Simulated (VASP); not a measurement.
WC: single point with PBE

Crystal: WC.

```xyz
4
Lattice="0.0000 3.1759 3.1759 3.1759 0.0000 3.1759 3.1759 3.1759 0.0000" Properties=species:S:1:pos:R:3 pbc="T T T"
W     3.1759    3.1759    3.1759
W     4.7639    4.7639    4.7639
C     0.0000    0.0000    0.0000
C     1.5880    1.5880    1.5880
```

The cell was built by a generator and needn't be a form met in nature.

The cell isn't the ideal one: species swapped into the LiIn type (Fd-3m, No. 227).

```json
{"Program": "VASP 6.6.1", "Task": "single point", "Functional": "PBE", "Potentials or basis": "VASP PAW PBE potentials, release 64 (W_sv, C)", "Cutoff": "520 eV", "k mesh": "6 × 6 × 6", "Occupations": "gaussian, width 0.1 eV", "Spin": "no spin polarisation"}
```

```yaml
Pressure: -37.1 GPa
Band_gap_on_the_k_mesh: none (metal or under the smearing width)
```

Levels at points of the mesh, in eV from the Fermi level:
| k point | band 14 | band 15 | band 16 | band 17 | band 18 | band 19 | band 20 | band 21 | band 22 | band 23 |
| --- | --- | --- | --- | --- | --- | --- | --- | --- | --- | --- |
| (0.00, 0.00, 0.00) | -2.04 | -2.04 | -1.98 | -1.98 | -1.98 | -0.82 | 0.99 | 0.99 | 0.99 | 3.13 |
| (0.50, 0.00, 0.00) | -2.15 | -2.15 | -1.83 | 0.26 | 0.26 | 1.22 | 1.27 | 1.27 | 1.57 | 2.65 |
| (0.50, 0.50, 0.00) | -3.25 | -1.29 | -1.29 | -0.58 | -0.58 | 0.21 | 0.21 | 0.52 | 0.52 | 2.45 |

It took 46 s on 1 thread of Intel(R) Xeon(R) Platinum 8375C CPU @ 2.90GHz (Ice Lake) (shared host), peak memory 0.21 GiB.

Caveat: a pressure of tens of GPa on the cell as given is suspect, and the run, the potentials or the cell itself is likely at fault. The run has no spin-orbit coupling, so splittings on W are missing.
